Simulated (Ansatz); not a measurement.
**Au: 197Au nuclear quadrupole resonance**

Cell: a structure deposited in the COD, ions relaxed with PBE at fixed cell.

```yaml
crystal:
  lattice:
    - [2.90000, 0.00000, 0.00000]
    - [-1.45000, 2.51147, 0.00000]
    - [0.00000, 0.00000, 4.88000]
  atoms:
    - { symbol: Au, position: [0.33333, 0.66667, 0.75000] }
    - { symbol: Au, position: [0.66667, 0.33333, 0.25000] }
```

Atom numbers follow the list; atoms alike are taken as one site, whose name carries the number of the first.

All values are calculated (Ansatz; DFT, LDA, plane waves and PAW, scalar-relativistic, 420 eV cutoff, Γ-centred 18×18×10 k-points, Fermi–Dirac smearing 0.05 eV), not measured.

197Au: I = 3/2, Q = 547.0 mb (year-2017 value). Static lattice, zero field.

Problem. At which frequencies do the 197Au NQR lines lie?

Solution. For I = 3/2 there is one line, ν = (|C_Q|/2)(1 + η²/3)^½.

| site | atoms | V_zz (10²¹ V/m²) | C_Q (MHz) | η | line frequencies (MHz) |
| --- | --- | --- | --- | --- | --- |
| Au | 1, 2 | 1.02 | 13.6 | 0.00 | 6.78 |

An axis of threefold or higher order runs through Au, so V_zz lies along it and η is zero.

At this cell the LDA pressure is -11 GPa, so with LDA the cell would shrink if it were relaxed. With no gap above 0.1 eV, as in a metal, the gradients converge slowly in k; expect changes of a tenth or more on a denser mesh. Spin–orbit coupling is left out, which shifts gradients on Au by a few per cent in wide-gap crystals, and can shift them far more where the calculated gap is small or absent, as here.

Hardware: 1 thread of Arm Neoverse V1 (aarch64; 8 cores open to the job, memory cap 3.0 GiB, no GPU), a shared host with a load of 0.5 a core. Wall time 12 s, CPU time 12 s, peak memory 0.44 GiB.
